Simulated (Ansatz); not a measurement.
## Pressure coefficients of Ni

```
CELL_PARAMETERS angstrom
-1.40092 1.40092 1.40092
1.40092 -1.40092 1.40092
1.40092 1.40092 -1.40092
ATOMIC_POSITIONS crystal
Ni 0.00000 0.00000 0.00000
```

The cell was built from the bcc type and relaxed in the same program, and has space group Im-3m; it needn't be a known or the stable phase.

The magnetic state is the one reached from the start moments; no search over orders was made, so it needn't be the ground state.

Method: DFT, PBE, all-electron LAPW, scalar-relativistic (Ansatz 0.2.0).

Settings: a Γ-centred 18×18×18 k mesh, Fermi–Dirac smearing of 0.08 eV, basis error target 0.5 meV/atom, spin-polarised from start moments Ni 1.5 μB.

The cell is scaled evenly with fractional coordinates held.

```json
{"V/V(cell)": "0.9600", "P (GPa)": "8.59", "cell moment (μB)": "0.534"}
{"V/V(cell)": "0.9800", "P (GPa)": "4.05", "cell moment (μB)": "0.549"}
{"V/V(cell)": "1.0000", "P (GPa)": "0.01", "cell moment (μB)": "0.561"}
{"V/V(cell)": "1.0200", "P (GPa)": "-3.59", "cell moment (μB)": "0.572"}
```

(1) From the rows at 0.9800 and 1.0200, what is the bulk modulus at the cell's volume?

(2) How does the moment scale with volume?

(3) Predict the row at V/V(cell) = 1.0400. How far is a linear estimate of P off?

Results:

(1) B = −ΔP/Δln V = −[(-3.59) − (4.05)]/0.04001 = 191.0 GPa.

(2) dln M/dln V = ln(0.572/0.549)/0.04001 = 1.0: expansion raises it.

(3) P = -6.79 GPa, moment 0.581 μB. The linear estimate P(cell) − B ln(V/V(cell)) = -7.48 GPa misses by 0.69 GPa, since the modulus falls on expansion.
